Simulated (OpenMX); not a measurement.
Runs of OpenMX 3.8.5 on AlNi. The structure is cubic, space group Pm-3m (No. 221). Conventional cell: a = 2.881 Å, b = 2.881 Å, c = 2.881 Å, α = 90.00°, β = 90.00°, γ = 90.00°. Ni (site symmetry m-3m) has 8 Al at 2.50 Å as nearest neighbours. Around Al (site symmetry m-3m) lie 8 Ni at 2.50 Å. 

```tsv
task	potentials or basis	cell	k mesh	gap on the mesh (eV)	pressure (GPa)	moment (μB)	largest force (eV/Å)
single point	OpenMX 2013 PBE set, Ni6.0H-s2p2d1, Al7.0-s2p1d1, grid cutoff 700 Ry	atom 1 moved by [-0.05, 0.0, 0.0] A	7 × 7 × 7	none	-	0.00	0.35
band structure	OpenMX 2013 PBE set, Ni6.0H-s3p2d2f1, Al7.0-s3p2d2, grid cutoff 500 Ry	as given	9 × 9 × 9	-	2.0	0.00	-
band structure	OpenMX 2013 PBE set, Ni6.0H-s3p2d2, Al7.0-s2p2d1, grid cutoff 500 Ry	as given	7 × 7 × 7	-	3.7	0.00	-
single point	OpenMX 2013 PBE set, Ni6.0H-s3p2d2, Al7.0-s2p2d1, grid cutoff 500 Ry	atoms moved at random, drawn with an rms of 0.05 Å	9 × 9 × 9	none	4.4	0.00	0.74
single point	OpenMX 2013 PBE set, Ni6.0H-s2p2d1, Al7.0-s2p1d1, grid cutoff 700 Ry	atom 2 moved by [0.05, 0.0, 0.0] A	7 × 7 × 7	none	-	0.00	0.34
single point	OpenMX 2013 PBE set, Ni6.0H-s2p2d1, Al7.0-s2p1d1, grid cutoff 700 Ry	atom 2 moved by [-0.05, 0.0, 0.0] A	7 × 7 × 7	none	-	0.00	0.34
single point	OpenMX 2013 PBE set, Ni6.0H-s2p2d1, Al7.0-s2p1d1, grid cutoff 700 Ry	as given	7 × 7 × 7	none	(a)	0.00	-
```

Alike in all rows: level PBE; spin collinear, ferromagnetic start; smearing fermi-dirac 0.05 eV.

Estimate the missing entries.

(a) 7.3.

Caveats: the basis of atomic orbitals isn't converged, which shifts pressures, moduli and gaps; the transition metal has a single d function, too few for pressures, volumes and moments (some runs).

A gap of «none» marks a metal or a gap under the smearing width.
